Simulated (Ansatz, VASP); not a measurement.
**Two plane-wave programs on As**

Contents of INCAR:

```
  PREC = Accurate
  ENCUT = 520
  EDIFF = 1E-6
  ISMEAR = 0
  SIGMA = 0.15
  LREAL = False
  LASPH = True
  NELM = 100
  ALGO = Normal
  ISIF = 2
  LWAVE = False
  LCHARG = False
  GGA = PE
  NBANDS = 8
```

Contents of KPOINTS:

```
regular mesh
0
Gamma
  18 18 18
```

The input POSCAR:

```
As
1.0
    2.9740499188      0.0000000000      0.0000000000
    0.0000000000      2.9740499188      0.0000000000
    0.0000000000      0.0000000000      2.7036817444
As
1
Direct
    0.5000000000      0.5000000000      0.5000000000
```

Input for Ansatz:

```yaml
crystal:
  lattice:
    - [2.9740499188, 0.0, 0.0]
    - [0.0, 2.9740499188, 0.0]
    - [0.0, 0.0, 2.7036817444]
  atoms:
    - { symbol: As, position: [0.5, 0.5, 0.5] }
basis:
  ecutwfc: 420
kpoints:
  mp_grid: { grid: [18, 18, 18] }
hamiltonian:
  xc: pbe
scf:
  occupations: { method: gaussian, width: 0.15 }
  convergence: { dr2_threshold: 1.0e-09 }
output:
  forces: true
  eigenvalues: true
  stress: true
```

This isn't the form of As at room conditions, which is rhombohedral.

Alike in both runs: task single point; functional PBE; k mesh 18 × 18 × 18; occupations gaussian, width 0.15 eV; no spin polarisation.

```csv
,VASP,Ansatz
version,VASP 6.6.1,Ansatz 0.2.0
potentials or method,"VASP PAW PBE potentials, release 64 (As)","scalar-relativistic, plane waves, PAW"
plane-wave cutoff (eV),520,420
valence electrons in the cell,5,15
```

VASP gave:

| Item | Value |
| --- | --- |
| gap on the k mesh at the Fermi level (eV) | none |
| pressure (GPa) | -7.8 |
| largest component of the traceless stress (GPa) | 6.66 |

**Question.** What did Ansatz give for the same quantities?

**Answer.** gap on the k mesh at the Fermi level (eV): none; pressure (GPa): -7.8; largest component of the traceless stress (GPa): 6.61.

A gap of «none» marks a metal or a gap that the smearing closes. The two sets of potentials don't hold the same shells in valence. Ansatz warned: «stress_scf_threshold_loose».
